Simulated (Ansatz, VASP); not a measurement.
## SrO in VASP and in Ansatz

```
Sr O
1.0
     3.62930    0.00000    0.00000
     0.00000    3.62930    0.00000
     0.00000    0.00000   19.56630
Sr O
2 2
Direct
  0.50000 0.50000 0.43442
  0.00000 0.00000 0.56558
  0.00000 0.00000 0.43442
  0.50000 0.50000 0.56558
```

Alike in both runs: task single point; functional PBE; dispersion D3(BJ); k mesh 4 × 4 × 1; no spin polarisation.

```csv
,VASP,Ansatz
version,VASP 6.6.1,Ansatz 0.2.0
potentials or method,"VASP PAW PBE potentials, release 64 (Sr_sv, O)","plane waves, PAW"
plane-wave cutoff (eV),520,420
occupations,"methfessel-paxton of order 1, width 0.1 eV","cold, width 0.1 eV"
valence electrons in the cell,32,32
```

Ansatz gave:

| Item | Value |
| --- | --- |
| gap on the k mesh at the Fermi level (eV) | 2.35 |
| dispersion energy (meV/atom) | -133.3 |

**Question.** Which values does VASP return?

**Answer.** gap on the k mesh at the Fermi level (eV): 2.32; dispersion energy (meV/atom): -133.3.

Caveats: the k mesh is coarse (spacing up to 0.43 Å⁻¹), so the values aren't converged. A hybrid or GW would open this gap; PBE tends to underestimate it.
